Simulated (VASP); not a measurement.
Input of a VASP 6.6.1 run:

Contents of POSCAR:

```
BN
1.0
    0.0000000000      3.4953158300      2.1660912400
    1.2516321000      0.0000000000      2.1660912400
    1.2516321000      3.4953158300      0.0000000000
N B
1 1
Direct
    0.6666513400      0.6666513400      0.3333486600
    0.0000486500      0.0000486500      0.9999513500
```

The input INCAR.step1:

```
ALGO = Fast
EDIFF = 1E-8
ENCUT = 450
GGA = PE
ISMEAR = 0
LASPH = T
LCHARG = F
LREAL = F
LWAVE = T
NELM = 100
PREC = Accurate
SIGMA = 0.01
```

The input INCAR.step2:

```
ALGO = Exact
EDIFF = 1E-8
ENCUT = 450
GGA = PE
ISMEAR = 0
ISTART = 1
LASPH = T
LCHARG = F
LOPTICS = T
LREAL = F
LWAVE = T
NBANDS = 227
NELM = 1
PREC = Accurate
SIGMA = 0.01
```

INCAR.step3

```
ALGO = EVGW0
EDIFF = 1E-8
ENCUT = 450
ENCUTGW = 300
GGA = PE
ISMEAR = 0
ISTART = 1
LASPH = T
LCHARG = F
LREAL = F
LWAVE = F
NBANDS = 227
NBANDSGW = 12
NELMGW = 1
NOMEGA = 50
PREC = Accurate
PRECFOCK = Fast
SIGMA = 0.01
```

The input KPOINTS:

```
k-points
0
Gamma
  6 6 6
```

Potentials or basis: VASP PAW PBE potentials, release 64 (N_GW, B_GW).

Launch:

```bash
$ cat potpaw_PBE.64/N_GW/POTCAR potpaw_PBE.64/B_GW/POTCAR > POTCAR
$ cp INCAR.step1 INCAR
$ mpirun -np 1 vasp_std > vasp.out
$ cp INCAR.step2 INCAR
$ mpirun -np 1 vasp_std > vasp.out
$ cp INCAR.step3 INCAR
$ mpirun -np 1 vasp_std > vasp.out
```

**Question.** What does it give for the quasiparticle gap?

**Answer.** 5.57 eV.

**Question.** What does it give for the least direct quasiparticle gap?

**Answer.** 6.47 eV.

**Question.** Estimate the band gap on the k mesh, mean-field level.

**Answer.** 3.85 eV, indirect (least direct gap 4.56 eV).

Caveat: the k mesh is coarse (spacing up to 0.51 Å⁻¹), so the values aren't converged; bands, screening cutoff and mesh are small and nothing is extrapolated, so the quasiparticle values aren't converged. A k mesh can miss the band edges.
